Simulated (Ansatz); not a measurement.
# CdS (PbO type): how the settings move a single-point run

Aim: see which settings change the result for CdS (PbO type), by how much, and at what cost.

Computed with Ansatz 0.2.0 (reference: DFT, LDA, all-electron PAW with datasets made for the crystal, scalar-relativistic, unless a step's input says otherwise).

1 further run of the same task is left out (it didn't finish).

### 1 The system as given

Symmetry: P4/nmm, No. 129, tetragonal system. The conventional cell has a = 4.985 Å, b = 4.985 Å, c = 3.872 Å, α = 90.00°, β = 90.00°, γ = 90.00°. Cd (site symmetry 4mm) is surrounded by 4 S at 2.55 Å. S (site symmetry -4m2) has 4 Cd at 2.55 Å as nearest neighbours.

Structure file:

```cif
data_structure
_symmetry_space_group_name_H-M 'P 1'
_symmetry_Int_Tables_number 1
_cell_length_a 4.9849
_cell_length_b 4.9849
_cell_length_c 3.8718
_cell_angle_alpha 90.000
_cell_angle_beta 90.000
_cell_angle_gamma 90.000
_cell_volume 96.21
loop_
_atom_site_label
_atom_site_type_symbol
_atom_site_fract_x
_atom_site_fract_y
_atom_site_fract_z
_atom_site_occupancy
Cd1 Cd 0.00000 0.50000 0.13689 1
Cd2 Cd 0.50000 0.00000 0.86311 1
S1 S 0.00000 0.00000 0.00000 1
S2 S 0.50000 0.50000 0.00000 1
```

### 2 The reference run

input.yaml reads:

```yaml
crystal:
  lattice:
    - [4.9849431769, 0.0, 0.0]
    - [0.0, 4.9849431769, 0.0]
    - [0.0, 0.0, 3.8717690586]
  atoms:
    - { symbol: Cd, position: [0.0, 0.5, 0.1368911506] }
    - { symbol: Cd, position: [0.5, 0.0, 0.8631088494] }
    - { symbol: S, position: [0.0, 0.0, 0.0] }
    - { symbol: S, position: [0.5, 0.5, 0.0] }
kpoints:
  mp_grid: { grid: [10, 10, 8] }
  band_path:
    path:
      - [0.0, 0.0, 0.0]
      - [0.0, 0.5, 0.0]
      - [0.5, 0.5, 0.0]
      - [0.0, 0.0, 0.0]
      - [0.0, 0.0, 0.5]
      - [0.0, 0.5, 0.5]
      - [0.5, 0.5, 0.5]
      - [0.0, 0.0, 0.5]
      - [0.0, 0.5, 0.0]
    npoints: 8
scf:
  occupations: { method: fermi_dirac, width: 0.08 }
hamiltonian:
  xc: lda
  pseudopotentials: { kind: all_electron, datasets: crystal }
output:
  forces: true
  stress: true
  eigenvalues: true
  efg: { contact_densities: true }
```

On the command line:

```bash
ansatz run input.yaml --threads 1 --pin off --max-ram 3072MiB --backend cpu --events-out ev --progress --plain --runs-dir out
```

### 3 Changing settings: n_extra_bands 32

input.yaml: that of step 2 with these lines changed.

```diff
@@ -26,2 +26,3 @@
   occupations: { method: fermi_dirac, width: 0.08 }
+  n_extra_bands: 32
 hamiltonian:
```

Before running it: what results should come out? Wanted: for each run, ending; energy change; pressure; gap; force.

The runs gave:

| run | ending | energy change | pressure (GPa) | gap (eV) | force (eV/Å) | cycles | time |
| --- | --- | --- | --- | --- | --- | --- | --- |
| reference | converged | 0 | 0.0 | 0.00 | 0.00 | 10 | 38 s |
| 1: n_extra_bands 32 | converged | 0.0 meV/atom | 0.0 | 0.00 | 0.00 | 10 | 76 s |

Residual by cycle in the longest SCF loop of each run; runs are numbered as in the table. The quantity is the density residual dr2, in eV.

| cycle | reference | run 1 |
| --- | --- | --- |
| 1 | 4.46 | 4.5 |
| 2 | 1.2 | 1.16 |
| 3 | 0.108 | 0.121 |
| 4 | 0.0197 | 0.0205 |
| 5 | 0.00431 | 0.00389 |
| 6 | 4.1e-4 | 3.2e-4 |
| 7 | 6.2e-5 | 5.9e-5 |
| 8 | 4.7e-6 | 2.5e-6 |
| 9 | 3.3e-7 | 2.4e-7 |
| 10 | 5.4e-8 | 6.6e-8 |

Energy and cycle count are those of the reference, so the change (band count) left the result and the number of cycles as they were. Cost: 76 s against 38 s. Semilocal functionals close small gaps, so the missing gap need not be the real solid's.
